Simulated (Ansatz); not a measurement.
# CaO: the cost of one run

Computed with Ansatz 0.2.0 (DFT PBE, scalar-relativistic, plane waves, PAW, unless a step's input says otherwise).

## (1) Starting point

Symmetry: Pmma, No. 51, orthorhombic system. The conventional cell has a = 7.260 Å, b = 4.134 Å, c = 3.914 Å, α = 90.00°, β = 90.00°, γ = 90.00°. Ca (site symmetry mm2) has 4 O at 2.29 to 2.36 Å as nearest neighbours. Around Ca (site symmetry 2/m) lie 4 O at 2.07 to 2.29 Å. O (site symmetry mm2) has 4 Ca at 2.29 to 2.36 Å as nearest neighbours. O (site symmetry 2/m) is surrounded by 4 Ca at 2.07 to 2.29 Å.

Structure file:

```xyz
8
Lattice="7.2599 0.0000 0.0000 0.0000 4.1337 0.0000 0.0000 0.0000 3.9140" Properties=species:S:1:pos:R:3 pbc="T T T"
Ca    5.4449    0.0000    1.3911
Ca    0.0000    2.0668    0.0000
Ca    1.8150    0.0000    2.5230
Ca    3.6299    2.0668    0.0000
O     5.4449    2.0668    2.5230
O     0.0000    0.0000    0.0000
O     1.8150    2.0668    1.3911
O     3.6299    0.0000    0.0000
```

Recipe of the guess: 4-connected net, two elements alternating (Pmma, No. 51). The dimensions are guesses.

## (2) The guess as it stands, on a coarse mesh

Input file input.yaml:

```yaml
crystal:
  lattice:
    - [7.25987081, 0.0, 0.0]
    - [0.0, 4.13367558, 0.0]
    - [0.0, 0.0, 3.91403043]
  atoms:
    - { symbol: Ca, position: [0.75, 0.0, 0.35540738] }
    - { symbol: Ca, position: [0.0, 0.5, 0.0] }
    - { symbol: Ca, position: [0.25, 0.0, 0.64459262] }
    - { symbol: Ca, position: [0.5, 0.5, 0.0] }
    - { symbol: O, position: [0.75, 0.5, 0.64459262] }
    - { symbol: O, position: [0.0, 0.0, 0.0] }
    - { symbol: O, position: [0.25, 0.5, 0.35540738] }
    - { symbol: O, position: [0.5, 0.0, 0.0] }
basis:
  ecutwfc: 420
kpoints:
  mp_grid: { grid: [4, 4, 4] }
hamiltonian:
  xc: pbe
scf:
  occupations: { method: gaussian, width: 0.1 }
  lower_state_search: "off"
output:
  forces: true
  stress: true
  eigenvalues: true
```

The run is started by

```
$ ansatz run input.yaml --threads 1 --pin off --max-ram 2560MiB --backend cpu --events-out ev --progress --plain --runs-dir out
```

Q: Estimate wall time and peak memory on 1 thread of Arm Neoverse V1, shared host.

About 7.7 s, with a peak of 0.38 GiB.
